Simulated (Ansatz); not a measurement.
**Sb: straining the crystal, a stretch of c alone**

One table from this session's results is given with a row withheld; the runs are named, their logs left out.

Method: DFT PBEsol, scalar-relativistic, plane waves, PAW, in Ansatz 0.2.0.

3 further runs of the same task are left out: 3 set aside as unsound or not needed.

### The starting structure

It takes space group Pm-3m (No. 221, cubic). The conventional cell has a = 3.062 Å, b = 3.062 Å, c = 3.062 Å, α = 90.00°, β = 90.00°, γ = 90.00°. Around Sb (site symmetry m-3m) lie 6 Sb at 3.06 Å.

Structure file:

```
Sb
1.0
     3.06174    0.00000    0.00000
     0.00000    3.06174    0.00000
     0.00000    0.00000    3.06174
Sb
1
Direct
  0.00000 0.00000 0.00000
```

This cell was relaxed beforehand with the same method: volume 28.70 Å³/atom, gap on the mesh none (metal).

The unstrained cell comes from an earlier run at this level (1 atoms, E(σ→0) -6408.0578 eV, gap none (metal)).

The first run:

Contents of input.yaml:

```yaml
crystal:
  lattice:
    - [3.0617437797, 0.0, 0.0]
    - [0.0, 3.0617437797, 0.0]
    - [0.0, 0.0, 3.0311263419]
  atoms:
    - { symbol: Sb, position: [0.0, 0.0, 0.0] }
basis:
  ecutwfc: 420
kpoints:
  mp_grid: { grid: [18, 18, 18] }
hamiltonian:
  xc: pbesol
scf:
  occupations: { method: gaussian, width: 0.1 }
output:
  forces: true
  stress: true
  eigenvalues: true
```

Launch:

```sh
$ ansatz run input.yaml --threads 1 --pin off --max-ram 2560MiB --backend cpu --events-out ev --progress --plain --runs-dir out
```

Steps of the session up to this table: Strain -1.0 %; The cell strained by +1.0 %; At -2.0 %; At +2.0 %; The cell strained by -3.0 %; The cell strained by +3.0 %.

One of the session's tables, all rows but one given; the rest of the session is left out.

Lengths are those of the vectors of the cell that was run; stresses in GPa:

```
strain (%)  ΔE (meV/atom)  c (Å)
      -3.0           14.1  2.970
      -2.0              ?      ?
      -1.0            1.4  3.031
      +0.0            0.0  3.062
      +1.0            1.1  3.092
      +2.0            4.6  3.123
      +3.0           10.4  3.154
```

Q: Estimate the row for strain (%) = -2.0 from the others.

Worked estimate for «ΔE (meV/atom)». A straight line through the neighbours (-3.0, 14.1) and (-1.0, 1.4) gives 14.1 + (1.4 − 14.1) × (-2.0 + 3.0) / (-1.0 + 3.0) = 7.8; a parabola fitted to 3 rows on both sides gives 6.1.

**Answer.** ΔE (meV/atom): 6.1; c (Å): 3.001. In «ΔE (meV/atom)» the line misses by +1.7 and the parabola by 0.0.

ΔE is over the unstrained cell. Stress in GPa, positive in compression, on the Cartesian axes of the input. 
